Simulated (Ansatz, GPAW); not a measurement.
This is a calculation of CoO for Ansatz 0.2.0. The cell is a database's computed one, not the measured one.

File input.yaml:

```yaml
crystal:
  lattice:
    - [1.5054695445, 0.8691832468, 2.4399269062]
    - [-1.5054695445, 0.8691832468, 2.4399269062]
    - [0.0, -1.7383664936, 2.4399269062]
  atoms:
    - { symbol: Co, position: [0.0, 0.0, 0.0], spin: 2.0 }
    - { symbol: O, position: [0.5, 0.5, 0.5] }
kpoints:
  mp_grid: { grid: [11, 11, 11] }
scf:
  occupations: { method: fermi_dirac, width: 0.05 }
hamiltonian:
  xc: pbe
  pseudopotentials: { kind: all_electron, lapw: { basis_error: 0.001 } }
magnetization:
  spin_polarized: true
output:
  forces: true
  stress: true
  eigenvalues: true
```

Potentials or basis: all-electron LAPW, scalar-relativistic.

Command:

```bash
$ ansatz run input.yaml --threads 2 --pin off --max-ram 6144MiB --backend cpu --events-out ev --progress --plain --runs-dir out
```

What does the same run look like in GPAW 26.7.0 (ASE script)? Potentials or basis there: GPAW PAW data sets (gpaw-data 1.2.1), cutoff 800 eV.

As run (cutoffs and basis follow the program's own potentials, and thresholds, step limits or extra output files can differ):

run.py

```python
from ase.dft.bandgap import bandgap
from ase.io import read, write
from ase.units import GPa
from gpaw import GPAW, PW

atoms = read('POSCAR')
atoms.set_initial_magnetic_moments([2.0, 0.0])

calc = GPAW(mode=PW(800),
            xc='PBE',
            kpts={'size': (11, 11, 11), 'gamma': True},
            occupations={'name': 'fermi-dirac', 'width': 0.05},
            nbands=17,
            convergence={'density': 1e-05, 'energy': 1e-05},
            maxiter=150,
            txt='gpaw.txt')
atoms.calc = calc
energy = atoms.get_potential_energy()
forces = atoms.get_forces()
stress = atoms.get_stress()
calc.write('gs.gpw')
write('result.traj', atoms)
print(f'Energy: {energy:.6f} eV')
print('Forces (eV/A):')
print(forces.round(4))
print('Stress (GPa):', (stress / GPa).round(3))
print('Moments:', calc.get_magnetic_moments().round(3))
print('Fermi level:', round(calc.get_fermi_level(), 4), 'eV')
print(f'Gap: {bandgap(calc)[0]:.4f} eV, direct: {bandgap(calc, direct=True)[0]:.4f} eV')
```

File POSCAR:

```
CoO
1.0
    1.5054695445      0.8691832468      2.4399269062
   -1.5054695445      0.8691832468      2.4399269062
    0.0000000000     -1.7383664936      2.4399269062
Co O
1 1
Direct
    0.0000000000      0.0000000000      0.0000000000
    0.5000000000      0.5000000000      0.5000000000
```

Potentials or basis: GPAW PAW data sets (gpaw-data 1.2.1), pw.

Command:

```bash
$ OMP_NUM_THREADS=1 python run.py
```

Both were run:

|  | Ansatz | GPAW |
| --- | --- | --- |
| Pressure | -0.1 GPa | 0.5 GPa |
| Net moment | 2.90 μB per cell | 2.91 μB per cell |

Where Ansatz's input types no cutoff or centring, it takes its own default and a Γ-centred mesh.

The magnetic state is the one that the start led to; the real crystal's order can differ.

Pressure is positive in compression.
